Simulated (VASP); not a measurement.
# KCl in VASP: settings compared, part 2 of 2

VASP 6.6.1. The steps go on from the part before.

### Step 4. Single point, PBEsol (atoms moved at random)

Contents of INCAR:

```
SYSTEM = KCl
ALGO = Normal ; EDIFF = 1E-6
ENCUT = 520 ; GGA = PS
ISIF = 2 ; ISMEAR = -1
LASPH = .True. ; LCHARG = .False.
LREAL = .False. ; LWAVE = .False.
NBANDS = 15 ; NELM = 100
PREC = Accurate ; SIGMA = 0.05
```

Contents of KPOINTS:

```
k-points
0
Gamma
  7 7 7
  0 0 0
```

Contents of POSCAR:

```
KCl
1.0
    0.0000000000      3.1464700000      3.1464700000
    3.1464700000      0.0000000000      3.1464700000
    3.1464700000      3.1464700000      0.0000000000
K Cl
1 1
Direct
   -0.0111760000      0.0118590000     -0.0019720000
    0.4830260000      0.5020970000      0.5056370000
```

Potentials or basis: VASP PAW PBE potentials, release 64 (K_sv, Cl).

Command:

```sh
$ cat potpaw_PBE.64/K_sv/POTCAR potpaw_PBE.64/Cl/POTCAR > POTCAR
$ mpirun -np 1 vasp_std > vasp.out
```

OUTCAR:

```text
SYSTEM = KCl
   EDIFF = 1E-6
   ENCUT = 520
   GGA = PS
   ISIF = 2
   ISMEAR = -1
   LASPH = .True.
   LREAL = .False.
   NELM = 100
   PREC = Accurate

 ion  position               nearest neighbor table
   1  0.989  0.012  0.998-   2 3.10   2 3.14   2 3.14   2 3.15   2 3.15   2 3.20
   2  0.483  0.502  0.506-   1 3.10   1 3.14   1 3.14   1 3.15   1 3.15   1 3.20

  LATTYP: Found a face centered cubic cell.
 ALAT       =     6.2929400000

  Lattice vectors:

 A1 = (   0.0000000000,   3.1464700000,   3.1464700000)
 A2 = (   3.1464700000,   0.0000000000,   3.1464700000)
 A3 = (   3.1464700000,   3.1464700000,   0.0000000000)

Analysis of symmetry for initial positions (statically):
=====================================================================
 Subroutine PRICEL returns:
 Original cell was already a primitive cell.

 Routine SETGRP: Setting up the symmetry group for a
 face centered cubic supercell.

 Subroutine GETGRP returns: Found  1 space group operations
 (whereof  1 operations were pure point group operations)
 out of a pool of 48 trial point group operations.

The static configuration has the point symmetry C_1 .

Analysis of symmetry for dynamics (positions and initial velocities):
=====================================================================
 Subroutine PRICEL returns:
 Original cell was already a primitive cell.

 Routine SETGRP: Setting up the symmetry group for a
 face centered cubic supercell.

 Subroutine GETGRP returns: Found  1 space group operations
 (whereof  1 operations were pure point group operations)
 out of a pool of 48 trial point group operations.

The dynamic configuration has the point symmetry C_1 .

 Subroutine INISYM returns: Found  1 space group operations
 (whereof  1 operations are pure point group operations),
 and found     1 'primitive' translations

----------------------------------------------------------------------------------------

                                     Primitive cell

[... 120 lines left out ...]
   LRPA    =     F    only Hartree local field effects (RPA)
 non-spin polarized calculation
  energy-cutoff  :      520.00
  volume of cell :       62.30
 maximum number of plane-waves:      1693
 NGX is ok and might be reduce to    36
   NGX = 17   NGY = 17   NGZ = 17

 number of electron      16.0000000 magnetization

 Free energy of the ion-electron system (eV)
  ---------------------------------------------------
  ext. energy  EPLUGINS =         0.00000000
  ---------------------------------------------------
  free energy    TOTEN  =        -7.02058324 eV

  energy without entropy =       -7.02058324  energy(sigma->0) =       -7.02058324

 E-fermi :  -0.7882     XC(G=0):  -7.7197

 val. band max:       -1.9066237067   @ k =   0.0000   0.0000   0.0000
 cond. band min:       3.1166675002   @ k =   0.0000   0.0000   0.0000
 fundamental gap:      5.0232912069
 Fermi energy:        -0.7882005600

 k-point     1 :       0.0000    0.0000    0.0000
  band No.  band energies     occupation
      1     -28.9494      2.00000
      2     -13.9978      2.00000
      3     -12.4759      2.00000
      4     -12.4758      2.00000
      5     -12.4755      2.00000
      6      -1.9067      2.00000
      7      -1.9067      2.00000
      8      -1.9066      2.00000
      9       3.1167      0.00000
     10       6.3904      0.00000
     11       6.3918      0.00000
     12       6.3925      0.00000
     13       7.2759      0.00000
     14       7.2805      0.00000
[... 401 lines left out ...]
      2     -14.0749      2.00000
      3     -12.4952      2.00000
      4     -12.4918      2.00000
      5     -12.3658      2.00000
      6      -2.5445      2.00000
      7      -2.0895      2.00000
      8      -2.0549      2.00000
      9       4.5325      0.00000
     10       5.6397      0.00000
     11       7.4923      0.00000
     12       7.6131      0.00000
     13       7.8562      0.00000
     14       8.4311      0.00000
     15      11.3164      0.00000

 [... further k-points ...]

------------------------ aborting loop because EDIFF is reached ----------------------------------------

  FORCE on cell =-STRESS in cart. coord.  units (eV):
  Direction    XX          YY          ZZ          XY          YZ          ZX
  --------------------------------------------------------------------------------------
  -------------------------------------------------------------------------------------
  Total       -0.1467407     -0.1469280     -0.1239003      0.0001024      0.0005752     -0.0007003
  in kB       -3.7736403     -3.7784550     -3.1862659      0.0026345      0.0147921     -0.0180103
  external PRESSURE =      -3.5794537 kB  Pullay stress =       0.0000000 kB

 VOLUME and BASIS-vectors are now :
 -----------------------------------------------------------------------------
  energy-cutoff  :      520.00
  volume of cell :       62.30
      direct lattice vectors                 reciprocal lattice vectors
     0.000000000  3.146470000  3.146470000    -0.158908237  0.158908237  0.158908237
     3.146470000  0.000000000  3.146470000     0.158908237 -0.158908237  0.158908237
     3.146470000  3.146470000  0.000000000     0.158908237  0.158908237 -0.158908237

 POSITION                                       TOTAL-FORCE (eV/Angst)
 -----------------------------------------------------------------------------------
      3.17758      6.25157      3.14862        -0.007988      0.006730     -0.058615
      3.17080      3.11080      3.09966         0.007988     -0.006730      0.058615
 -----------------------------------------------------------------------------------
    total drift:                               -0.000133      0.000012     -0.000035

  FREE ENERGIE OF THE ION-ELECTRON SYSTEM (eV)
  ---------------------------------------------------
  free  energy   TOTEN  =        -7.0205832439 eV

  energy  without entropy=       -7.0205832438  energy(sigma->0) =       -7.02058324
```

It took 2.2 min on 1 thread of Intel Xeon Platinum 8259CL at 2.50GHz (Skylake/Cascade Lake), shared host; peak memory 0.3 GiB.

What came out:

```
Free energy            : -7.0206 eV
Pressure               : -0.4 GPa
Largest force          : 0.060 eV/Å
Band gap on the k mesh : 5.02 eV
```

Forces on the atoms (eV/Å):
```
K   -0.008  0.007 -0.059
Cl   0.008 -0.007  0.059
```

Levels at points of the mesh, in eV from the valence-band top:
```csv
k point,band 6,band 7,band 8,band 9,band 10,band 11
"(0.00, 0.00, 0.00)",0.00,0.00,0.00,5.02,8.30,8.30
```

Caveat: the cell differs from its parent crystal (atoms moved at random); the PAW data sets were made with another functional, which shifts forces and pressure a little; an odd mesh through Γ misses points on the zone boundary, where band edges can lie.

### Step 5. Single point, HSE06

Contents of POSCAR:

```
KCl
1.0
    0.0000000000      3.1464700000      3.1464700000
    3.1464700000      0.0000000000      3.1464700000
    3.1464700000      3.1464700000      0.0000000000
K Cl
1 1
Direct
    0.0000000000      0.0000000000      0.0000000000
    0.5000000000      0.5000000000      0.5000000000
```

Contents of INCAR.step1:

```
SYSTEM = KCl
PREC = Accurate ; ENCUT = 520
EDIFF = 1E-5 ; ISMEAR = 0
SIGMA = 0.01 ; LREAL = .FALSE.
LASPH = .TRUE. ; NELM = 100
ALGO = Normal ; ISIF = 2
LWAVE = .TRUE. ; LCHARG = .FALSE.
GGA = PE ; NBANDS = 15
```

Contents of INCAR.step2:

```
SYSTEM = KCl
PREC = Accurate ; ENCUT = 520
EDIFF = 1E-6 ; ISMEAR = 0
SIGMA = 0.01 ; LREAL = .FALSE.
LASPH = .TRUE. ; NELM = 100
ALGO = Normal ; ISIF = 2
LWAVE = .FALSE. ; LCHARG = .FALSE.
GGA = PE ; LHFCALC = .TRUE.
HFSCREEN = 0.2079 ; PRECFOCK = Normal
ISTART = 1 ; NBANDS = 15
```

Contents of KPOINTS:

```
Automatic mesh
0
G
  6 6 6
  0 0 0
```

Potentials or basis: VASP PAW PBE potentials, release 64 (K_sv, Cl).

Command:

```sh
$ cat potpaw_PBE.64/K_sv/POTCAR potpaw_PBE.64/Cl/POTCAR > POTCAR
$ cp INCAR.step1 INCAR
$ mpirun -np 1 vasp_std > vasp.out
$ cp INCAR.step2 INCAR
$ mpirun -np 1 vasp_std > vasp.out
```

OUTCAR:

```text
SYSTEM = KCl
   PREC = Accurate
   ENCUT = 520
   EDIFF = 1E-6
   ISMEAR = 0
   LREAL = .FALSE.
   LASPH = .TRUE.
   NELM = 100
   ISIF = 2
   GGA = PE
   LHFCALC = .TRUE.
   HFSCREEN = 0.2079
   PRECFOCK = Normal
   ISTART = 1

 ion  position               nearest neighbor table
   1  0.000  0.000  0.000-   2 3.15   2 3.15   2 3.15   2 3.15   2 3.15   2 3.15
   2  0.500  0.500  0.500-   1 3.15   1 3.15   1 3.15   1 3.15   1 3.15   1 3.15

  LATTYP: Found a face centered cubic cell.
 ALAT       =     6.2929400000

  Lattice vectors:

 A1 = (   0.0000000000,   3.1464700000,   3.1464700000)
 A2 = (   3.1464700000,   0.0000000000,   3.1464700000)
 A3 = (   3.1464700000,   3.1464700000,   0.0000000000)

Analysis of symmetry for initial positions (statically):
=====================================================================
 Subroutine PRICEL returns:
 Original cell was already a primitive cell.

 Routine SETGRP: Setting up the symmetry group for a
 face centered cubic supercell.

 Subroutine GETGRP returns: Found 48 space group operations
 (whereof 48 operations were pure point group operations)
 out of a pool of 48 trial point group operations.

The static configuration has the point symmetry O_h .

Analysis of symmetry for dynamics (positions and initial velocities):
=====================================================================
 Subroutine PRICEL returns:
 Original cell was already a primitive cell.

 Routine SETGRP: Setting up the symmetry group for a
 face centered cubic supercell.

 Subroutine GETGRP returns: Found 48 space group operations
 (whereof 48 operations were pure point group operations)
 out of a pool of 48 trial point group operations.

The dynamic configuration has the point symmetry O_h .

 Subroutine INISYM returns: Found 48 space group operations
 (whereof 48 operations are pure point group operations),
 and found     1 'primitive' translations

----------------------------------------------------------------------------------------

[... 120 lines left out ...]
   LEPSILON=     F    determine dielectric tensor
   LRPA    =     F    only Hartree local field effects (RPA)
 non-spin polarized calculation
 Gauss-broadening in eV      SIGMA  =   0.01
  energy-cutoff  :      520.00
  volume of cell :       62.30
 maximum number of plane-waves:      1694
 NGX is ok and might be reduce to    36
  NGX = 28; NGY = 28; NGZ = 28

 number of electron      16.0000001 magnetization

 Free energy of the ion-electron system (eV)
  ---------------------------------------------------
  ext. energy  EPLUGINS =         0.00000000
  ---------------------------------------------------
  free energy    TOTEN  =        -7.86542627 eV

  energy without entropy =       -7.86542627  energy(sigma->0) =       -7.86542627

 E-fermi :  -2.6857     XC(G=0):  -6.3092

 val. band max:       -2.8312125638   @ k =   0.0000   0.0000   0.0000
 cond. band min:       3.6644646603   @ k =   0.0000   0.0000   0.0000
 fundamental gap:      6.4956772241
 Fermi energy:        -2.6856764189

 k-point     1 :       0.0000    0.0000    0.0000
  band No.  band energies     occupation
      1     -32.0921      2.00000
      2     -16.0944      2.00000
      3     -14.2005      2.00000
      4     -14.2005      2.00000
      5     -14.2005      2.00000
      6      -2.8312      2.00000
      7      -2.8312      2.00000
      8      -2.8312      2.00000
      9       3.6645      0.00000
     10       7.0835      0.00000
     11       7.0835      0.00000
     12       7.0835      0.00000
     13       8.0910      0.00000
     14       8.0910      0.00000
[... 257 lines left out ...]
      2     -16.0482      2.00000
      3     -14.3244      2.00000
      4     -14.2801      2.00000
      5     -14.1522      2.00000
      6      -3.4381      2.00000
      7      -3.2739      2.00000
      8      -3.2114      2.00000
      9       5.8160      0.00000
     10       7.5461      0.00000
     11       7.7555      0.00000
     12       9.0568      0.00000
     13       9.9206      0.00000
     14      10.8288      0.00000
     15      11.2693      0.00000

------------------------ aborting loop because EDIFF is reached ----------------------------------------

  FORCE on cell =-STRESS in cart. coord.  units (eV):
  Direction    XX          YY          ZZ          XY          YZ          ZX
  --------------------------------------------------------------------------------------
  -------------------------------------------------------------------------------------
  Total        0.1876985      0.1876985      0.1876985      0.0000000     -0.0000000      0.0000000
  in kB        4.8269245      4.8269245      4.8269245      0.0000000     -0.0000000      0.0000000
  external PRESSURE =       4.8269245 kB  Pullay stress =       0.0000000 kB

 VOLUME and BASIS-vectors are now :
 -----------------------------------------------------------------------------
  energy-cutoff  :      520.00
  volume of cell :       62.30
      direct lattice vectors                 reciprocal lattice vectors
     0.000000000  3.146470000  3.146470000    -0.158908237  0.158908237  0.158908237
     3.146470000  0.000000000  3.146470000     0.158908237 -0.158908237  0.158908237
     3.146470000  3.146470000  0.000000000     0.158908237  0.158908237 -0.158908237

 POSITION                                       TOTAL-FORCE (eV/Angst)
 -----------------------------------------------------------------------------------
      0.00000      0.00000      0.00000        -0.000000      0.000000      0.000000
      3.14647      3.14647      3.14647         0.000000     -0.000000     -0.000000
 -----------------------------------------------------------------------------------
    total drift:                               -0.000000     -0.000000     -0.000000

  FREE ENERGIE OF THE ION-ELECTRON SYSTEM (eV)
  ---------------------------------------------------
  free  energy   TOTEN  =        -7.8654262703 eV

  energy  without entropy=       -7.8654262703  energy(sigma->0) =       -7.86542627
```

OUTCAR.step1:

```text
SYSTEM = KCl
   PREC = Accurate
   ENCUT = 520
   EDIFF = 1E-5
   ISMEAR = 0
   LREAL = .FALSE.
   LASPH = .TRUE.
[... 499 lines left out ...]
      0.00000      0.00000      0.00000         0.000000      0.000000      0.000000
      3.14647      3.14647      3.14647        -0.000000     -0.000000     -0.000000
 -----------------------------------------------------------------------------------
    total drift:                                0.000000      0.000000      0.000000

  FREE ENERGIE OF THE ION-ELECTRON SYSTEM (eV)
  ---------------------------------------------------
  free  energy   TOTEN  =        -6.8038513895 eV

  energy  without entropy=       -6.8038513895  energy(sigma->0) =       -6.80385139
```

OSZICAR.step1:

```text
N       E                     dE             d eps       ncg     rms          rms(c)
DAV:   1     0.104323739248E+03    0.10432E+03   -0.68752E+03   480   0.939E+02
DAV:   2    -0.632625465896E+00   -0.10496E+03   -0.96399E+02   609   0.238E+02
DAV:   3    -0.686959567411E+01   -0.62370E+01   -0.61965E+01   669   0.523E+01
DAV:   4    -0.709380400836E+01   -0.22421E+00   -0.22415E+00   724   0.873E+00
DAV:   5    -0.709522060027E+01   -0.14166E-02   -0.14166E-02   669   0.770E-01    0.333E+00
DAV:   6    -0.680519537720E+01    0.29003E+00   -0.41934E-01   592   0.326E+00    0.272E+00
DAV:   7    -0.679036809734E+01    0.14827E-01   -0.10338E-01   641   0.182E+00    0.157E+00
DAV:   8    -0.680252586278E+01   -0.12158E-01   -0.16053E-02   636   0.947E-01    0.178E-01
DAV:   9    -0.680327180714E+01   -0.74594E-03   -0.93605E-04   606   0.191E-01    0.956E-02
DAV:  10    -0.680384674330E+01   -0.57494E-03   -0.59837E-04   536   0.154E-01    0.197E-02
DAV:  11    -0.680385138955E+01   -0.46462E-05   -0.21290E-05   649   0.265E-02
   1 F= -.68038514E+01 E0= -.68038514E+01  d E =-.364929E-26
```

Run time: 41 min. Hardware: 1 thread of Intel Xeon Platinum 8375C at 2.90GHz (Ice Lake), shared host; peak memory 0.33 GiB.

What came out:

- Free energy: -7.8654 eV
- Pressure: 0.5 GPa
- Band gap on the k mesh: 6.50 eV

Levels at points of the mesh, in eV from the valence-band top:
```
           k point  band 4  band 5  band 6  band 7  band 8  band 9  band 10  band 11  band 12  band 13
(0.00, 0.00, 0.00)  -11.37  -11.37    0.00    0.00    0.00    6.50     9.91     9.91     9.91    10.92
(0.50, 0.00, 0.00)  -11.38  -11.14   -1.10   -0.34   -0.34    8.90    10.10    12.31    12.31    12.89
(0.50, 0.50, 0.00)  -11.43  -11.43   -0.70   -0.24   -0.24    7.89     9.82    11.49    12.02    12.42
```

Caveat: the PAW data sets were made with another functional, which shifts forces and pressure a little.

### Step 6. Single point, PBE

Contents of INCAR:

```
SYSTEM = KCl
PREC = Accurate ; ENCUT = 520
EDIFF = 1E-6 ; ISMEAR = 0
SIGMA = 0.1 ; LREAL = .FALSE.
LASPH = .TRUE. ; NELM = 60
ALGO = Normal ; ISIF = 2
LWAVE = .FALSE. ; LCHARG = .FALSE.
GGA = PE ; NBANDS = 15
```

Contents of KPOINTS:

```
regular mesh
0
G
  6 6 6
  0 0 0
```

POSCAR is that of step 5.

Potentials or basis: VASP PAW PBE potentials, release 64 (K_sv, Cl).

Command:

```sh
$ cat potpaw_PBE.64/K_sv/POTCAR potpaw_PBE.64/Cl/POTCAR > POTCAR
$ mpirun -np 1 vasp_std > vasp.out
```

It took 25 s on 1 thread of AMD EPYC 9R14 (Zen 4), shared host; peak memory 0.17 GiB.

The run converged. Its results:

- Free energy: -6.8039 eV
- Pressure: 0.8 GPa
- Band gap on the k mesh: 5.19 eV

Levels at points of the mesh, in eV from the valence-band top:
| k point | band 5 | band 6 | band 7 | band 8 | band 9 | band 10 | band 11 | band 12 |
| --- | --- | --- | --- | --- | --- | --- | --- | --- |
| (0.00, 0.00, 0.00) | -10.66 | 0.00 | 0.00 | 0.00 | 5.19 | 8.38 | 8.38 | 8.38 |
| (0.50, 0.00, 0.00) | -10.42 | -1.05 | -0.32 | -0.32 | 7.59 | 8.60 | 10.53 | 10.53 |
| (0.50, 0.50, 0.00) | -10.71 | -0.66 | -0.22 | -0.22 | 6.53 | 8.35 | 10.07 | 10.24 |

### Step 7. The runs side by side

```csv
level,cell,k mesh,smearing,grid for exact exchange (PRECFOCK),share of exact exchange,screening parameter,gap on the mesh (eV),pressure (GPa),largest force (eV/Å)
PBE,"as given, atomic positions A",7 × 7 × 7,fermi-dirac 0.05 eV,-,-,-,5.19,0.8,0.07
HSE06,"as given, atomic positions B",6 × 6 × 6,fermi-dirac 0.05 eV,Normal,0.25,0.2079 1/Å,6.50,0.5,-
PBEsol,"as given, atomic positions A",7 × 7 × 7,fermi-dirac 0.05 eV,-,-,-,5.02,-0.4,0.06
HSE06,"as given, atomic positions B",6 × 6 × 6,gaussian 0.01 eV,Normal,0.25,0.2079 1/Å,6.50,0.5,-
PBE,"as given, atomic positions B",6 × 6 × 6,gaussian 0.1 eV,-,-,-,5.19,0.8,-
```

Alike in all rows: task single point; potentials or basis VASP PAW PBE potentials, release 64 (K_sv, Cl); no spin polarisation; cutoff (eV) 520.

On the cell as given the gap runs from 5.19 eV (PBE) to 6.50 eV (HSE06). The pressure there spans 0.5 GPa (HSE06) to 0.8 GPa (PBE); a positive pressure means that this level wants a larger cell, a negative one a smaller.

Caveats: the PAW data sets were made with another functional, which shifts forces and pressure a little (at least some runs); an odd mesh through Γ misses points on the zone boundary, where band edges can lie (at least some runs).

Total energies depend on the potentials used, so only differences within one code and one set of settings carry meaning.

### Step 8. How close it comes

Step 3. Against the measured gap of KCl, 8.68 eV (a printed reference work, monograph), the calculated 6.50 eV is off by -2.18 eV. The value is that of HSE06, without temperature or zero-point motion.

Step 5. Measured gap of KCl: 8.68 eV (a printed reference work, monograph). This calculation gives 6.50 eV (-2.18 eV). The value is that of HSE06, without temperature or zero-point motion.

Step 6. Against the measured gap of KCl, 8.68 eV (a printed reference work, monograph), the calculated 5.19 eV is off by -3.49 eV. The value is that of PBE, without temperature or zero-point motion. Semilocal functionals fall short of measured gaps as a rule.
